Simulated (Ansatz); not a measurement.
# WC (F-43m) in Ansatz: settings compared, part 2 of 2

Ansatz 0.2.0. Earlier steps stand in the parts before.

### Step 3. Relaxation of cell and atoms, HSEsol

Input file input:

```
crystal:
  lattice:
    - [0.0, 2.3021091, 2.3021091]
    - [2.3021091, 0.0, 2.3021091]
    - [2.3021091, 2.3021091, 0.0]
  atoms:
    - { symbol: W, position: [0.0, 0.0, 0.0] }
    - { symbol: C, position: [0.75, 0.75, 0.75] }
hamiltonian:
  xc:
    exchange: hjs_pbesol
    correlation: pbesol
    exx: { coeff: 0.25, omega: 0.207 }
  pseudopotentials: { kind: paw }
kpoints:
  mp_grid: { grid: [5, 5, 5] }
scf:
  occupations: { method: fermi_dirac, width: 0.05 }
output:
  forces: true
  stress: true
  eigenvalues: true
relax:
  f_tol: 0.01
  max_steps: 40
  cell: { stress_tol: 0.05 }
```

Potentials or basis: Ansatz PAW.

Run time: 29 s. Hardware: 1 × NVIDIA H100 80GB HBM3 with 2 threads of AMD EPYC 7R13 (Zen 3), shared host; peak memory 1.4 GiB.

It converged, with:

| Item | Value |
| --- | --- |
| Free energy | -10537.3464 eV |
| Relaxed volume | 12.47 Å³/atom |
| Relaxed cell | a = 3.280 Å, b = 3.280 Å, c = 3.280 Å, α = 60.00°, β = 60.00°, γ = 60.00° |
| Space group after relaxing (to 0.05 Å) | F-43m (No. 216) |
| Energy gained by relaxing | 5.8 meV/atom |
| Ionic steps | 4 |
| Pressure after relaxing | 0.0 GPa |
| Band gap on the k mesh | none (metal or under the smearing width) |

The path:
| step | energy change (eV) | largest force (eV/Å) | volume (Å³) |
| --- | --- | --- | --- |
| 1 | 0.0000 | 0.0000 | 24.40 |
| 2 | -0.0101 | 0.0000 | 25.04 |
| 3 | -0.0106 | 0.0000 | 24.94 |
| 4 | -0.0116 | 0.0000 | 24.94 |

Final structure:
```
W C
1.0
     0.00000    2.31904    2.31904
     2.31904    0.00000    2.31904
     2.31904    2.31904    0.00000
W C
1 1
Direct
  0.00000 0.00000 0.00000
  0.75000 0.75000 0.75000
```

Levels at points of the mesh, in eV from the Fermi level:
| k point | band 7 | band 8 | band 9 | band 10 | band 11 | band 12 |
| --- | --- | --- | --- | --- | --- | --- |
| (0.00, 0.00, 0.00) | -6.79 | -6.79 | -0.01 | -0.01 | 3.28 | 8.64 |

Caveat: the k mesh is coarse (spacing up to 0.47 Å⁻¹), so the values aren't converged, least of all with exact exchange; the plane-wave basis is chosen anew once the cell has moved, so the energies of steps on either side of that aren't comparable; the PAW data sets come from PBE, with cores solved anew for the run's functional, which leaves a small shift of forces and pressure. The run has no spin-orbit coupling, so splittings on W are missing.

### Step 4. Single point, r2SCAN0

Changes to input since step 3:

```diff
@@ -9,6 +9,3 @@
 hamiltonian:
-  xc:
-    exchange: hjs_pbesol
-    correlation: pbesol
-    exx: { coeff: 0.25, omega: 0.207 }
+  xc: r2scan0
   pseudopotentials: { kind: paw }
@@ -22,5 +19 @@
   eigenvalues: true
-relax:
-  f_tol: 0.01
-  max_steps: 40
-  cell: { stress_tol: 0.05 }
```

Potentials or basis: Ansatz PAW.

Output:

```text
Warning: output.stress: scf.convergence.dr2_threshold = 1e-7 eV (the SCF's general default) is looser than the 2e-10 eV advised for a printed stress (1e-10 eV for each atom of the cell: 2). What an SCF threshold leaves in a stress goes as its square root, and in the free energy as the threshold itself, and one threshold admits the most on a small cell: of the crystals measured, under no hybrid functional and no lock of the moments, on runs that ended without the residual-converged pass, on stresses that held no estimate of that error, the worst erred by over 100 MPa in a component at 1e-7 eV an atom and by under 5 at 1e-10. Set scf.convergence.dr2_threshold to 2e-10 eV or tighter. The threshold is an SCF's pass mark: one that does not reach it within its budget of iterations ends unconverged, or closes short of it on a stop that the run arms, and scf.convergence.dr2_threshold's page says what that costs each kind of run
Warning: output.stress: scf.exx.energy_threshold = 1e-6 eV is looser than the 2e-8 eV advised for a stress under a hybrid functional (1e-8 eV for each atom of the cell: 2). Every SCF of the exchange loop can meet its threshold on dr2 while the loop round them stops early: no threshold on dr2 bounds what that leaves in the stress. Set scf.exx.energy_threshold to 2e-8 eV or tighter. The threshold is the loop's pass mark: a loop that does not reach it within its budget of cycles ends unconverged, and scf.exx.energy_threshold's page has the law
GPUs: using 1 of 1 available (devices: 1).
Engine: ansatz 0.2.0, x86_64-unknown-linux-gnu
Pseudopotentials: kind: paw
Pseudopotential: W, paw, valence charge 14, recommended cutoff 500 eV (meta_gga), W.paw.azcp
Pseudopotential: C, paw, valence charge 4, recommended cutoff 500 eV (meta_gga), C.paw.azcp
Functional definition: r2SCAN0
  parameter a = 0.25
  parameter k0 = 0.174
  parameter k1 = 0.065
  parameter a1 = 4.9479
  exchange = (1 - a)*r2scan_x(k0 = k0, k1 = k1, a1 = a1) + a*exact_x
  correlation = r2scan_c
device memory: the entry about to start is reckoned to put 0.5 GiB on a device that reports 52.1 GiB free (of which the cap on the GPU budget leaves the run 18.0 GiB)
GPU FFT provider: cuFFT
GPU libraries: cuBLAS 13.8.2, cuFFT 12.4.0, cuSOLVER 12.3.4
Crystal: 2 atoms, lattice volume = 24.401 Å³
Basis set: ecut = 500 eV, 609 PW (Γ), exchange–correlation on 96×96×96 points (64 copies of the dense FFT grid, shifted against one another)
[... 82 lines left out ...]
  E_xc         = -229.938110
  E_vxc        = -248.916699  (∫ρ·V_xc dr)
  E_exx        = -56.822120  (= α·E_x^exact, valence–valence)
  E_paw        = -8698.400645  (= ΣΔE_a)
  E_vpaw       = -131.234745  (= ΣTr[D̂ρ^β])
  E_aug_tail   = -0.000040  (compensation charges beyond the density's cutoff)
  E_vtau       = 11.459119  (kinetic-family band-sum trace: ∫τ·v_τ [+ j·A + Jᵃ·Aᵃ] dr)
  E_ewald      = -1660.396203
  E_core_change = -3.372279  (= ΣΔE_core)
  E_smearing   = -0.001134  (= −TS)
  E_closure    = -0.000000  (closes the sum)
  Σ components = -10643.384900   (vs F -10643.384900, Δ=0.00e0)
--- Forces (eV/Å), atoms counted from 1 ---
  atom   1  W     -0.00000000     0.00000000     0.00000000
  atom   2  C      0.00000000    -0.00000000    -0.00000000
  max |Σ_I F_I| component: 2.22e-16 eV/Å
--- Stress (GPa, compression-positive) ---
        9.308370      -0.000000      -0.000000
       -0.000000       9.308370      -0.000000
       -0.000000      -0.000000       9.308370
  P = ⅓ Tr σ = 9.3084 GPa (93.084 kbar)
--- Band table (eV; the first three rows and the last of 10) ---
  k-point 0: bands = ["-62.9091", "-25.1794", "-25.1794", "-25.1794", "0.7144", "10.0843", "10.0843", "10.0843", "17.6325", "17.6325", "21.4543", "27.0720", "27.0720"]
  k-point 1: bands = ["-62.8990", "-25.3546", "-25.2026", "-25.2026", "1.5414", "9.6159", "10.5185", "10.5185", "17.2084", "17.2084", "22.8794", "26.2517", "27.4467"]
  k-point 2: bands = ["-62.8840", "-25.6355", "-25.2428", "-25.2428", "2.7687", "10.0545", "10.9616", "10.9616", "18.7973", "18.7973", "20.4982", "25.0051", "25.0051"]
  k-point 9: bands = ["-62.8746", "-25.5714", "-25.4434", "-25.3351", "3.6659", "9.6613", "11.1732", "13.2936", "15.0431", "18.4828", "20.7542", "23.1147", "25.2905"]
```

It took 10 s on 1 × NVIDIA H100 80GB HBM3 with 2 threads of AMD EPYC 7R13 (Zen 3), shared host; peak memory 1.4 GiB.

What came out:

```
Free energy            : -10643.3849 eV
Pressure               : 9.3 GPa
Band gap on the k mesh : none (metal or under the smearing width)
```

Levels at points of the mesh, in eV from the Fermi level:
| k point | band 6 | band 7 | band 8 | band 9 | band 10 | band 11 | band 12 | band 13 |
| --- | --- | --- | --- | --- | --- | --- | --- | --- |
| (0.00, 0.00, 0.00) | -7.55 | -7.55 | -7.55 | 0.00 | 0.00 | 3.82 | 9.44 | 9.44 |

Caveat: the k mesh is coarse (spacing up to 0.47 Å⁻¹), so the values aren't converged, least of all with exact exchange; the PAW data sets come from PBE, with cores solved anew for the run's functional, which leaves a small shift of forces and pressure; the thresholds are loose for stress. Spin-orbit coupling is left out, which matters for the levels of W.

### Step 5. Overview

```tsv
task	level	cell	cutoff (eV)	gap on the mesh (eV)	pressure (GPa)	relaxed volume (Å³/atom)
relaxation of cell and atoms	HSE03	relaxed	420	none	0.0	12.68
relaxation of cell and atoms	HSEsol	relaxed	420	none	0.0	12.47
single point	r2SCAN0	as given	500	none	9.3	-
```

Alike in all rows: potentials or basis Ansatz PAW; no spin polarisation; k mesh 5 × 5 × 5; smearing fermi-dirac 0.05 eV; the mesh is coarse, so values aren't converged.

Caveats: all runs use coarse meshes; the PAW data sets come from PBE, with cores solved anew for the run's functional, which leaves a small shift of forces and pressure; the plane-wave basis is chosen anew once the cell has moved, so the energies of steps on either side of that aren't comparable (some runs); the thresholds are loose for stress (some runs).

Total energies depend on the potentials used, so only differences within one code and one set of settings carry meaning.
